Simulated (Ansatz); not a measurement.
**Sn under changes of volume**

One of the cells (28.673 Å³/atom); the others are scaled copies at fixed shape and fractional positions:

```
Sn
1.0
    -1.72654    1.77555    2.33834
     1.72654   -1.77555    2.33834
     1.72654    1.77555   -2.33834
Sn
1
Cartesian
  0.0000 0.0000 0.0000
```

This isn't the form of Sn at room conditions, which is tetragonal (white tin).

```yaml
Program: Ansatz 0.2.0
Functional: PBE
Potentials_or_basis: all-electron LAPW, scalar-relativistic
Cutoff: 155 eV (chosen from the basis error)
Basis_error_allowed: 0.001 eV/atom
k_mesh: 11 × 11 × 11
Occupations: cold, width 0.1 eV
Spin: collinear spin, random start
Starting_moments: "[0.36] μB"
```

```csv
volume (Å³/atom),energy over the lowest point (meV/atom),pressure (GPa)
26.953,?,?
27.526,1.53,1.0
28.100,0.00,-0.1
28.673,1.98,-1.0
29.247,7.08,-1.8
29.820,14.91,-2.6
30.394,25.22,-3.2
```

Question: What does the run at 26.953 Å³/atom give?

Answer: Energy over the lowest point 7.02 meV/atom; pressure 2.1 GPa.

Worked out: A Birch-Murnaghan fit of order 3 (a polynomial in V^(-2/3)) to the other rows has its minimum at 28.05 Å³/atom with B0 = V·E''(V) = 48 GPa and B' = 4.9 at fixed shape and positions, which overstates the stiffness. It gives 7.00 meV/atom at 26.953 Å³/atom, against the run's 7.02, and -dE/dV = 2.1 GPa, against 2.1.

Energies are extrapolated to zero smearing.

Caveats: the starting moments weren't kept.
